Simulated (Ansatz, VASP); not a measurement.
## Co in VASP and in Ansatz

```
CELL_PARAMETERS angstrom
-1.38770 1.38770 1.38770
1.38770 -1.38770 1.38770
1.38770 1.38770 -1.38770
ATOMIC_POSITIONS crystal
Co 0.00000 0.00000 0.00000
```

Alike in both runs: task single point; functional BLYP; k mesh 17 × 17 × 17; occupations fermi-dirac, width 0.05 eV; collinear spin.

|  | VASP | Ansatz |
| --- | --- | --- |
| version | VASP 6.6.1 | Ansatz 0.2.0 |
| potentials or method | VASP PAW PBE potentials, release 64 (Co) | plane waves (420 eV) with PAW, scalar-relativistic |
| plane-wave cutoff (eV) | 520 | 420 |
| valence electrons in the cell | 9 | 17 |

```csv
,VASP,Ansatz,Ansatz less VASP
pressure (GPa),17.6,18.2,+0.64
net moment per atom (μB),1.70,1.71,+0.016
size of the moment on the site where the two differ most (μB),1.71,1.77,+0.060
```

Site moments also hang on the region over which each program counts them. The two sets of potentials don't hold the same shells in valence.

Caveats: so large a pressure means that the cell lies far from this level's equilibrium, or that cutoff or potentials fall short (VASP); the potentials were made for another functional, which shifts forces and pressure (VASP).
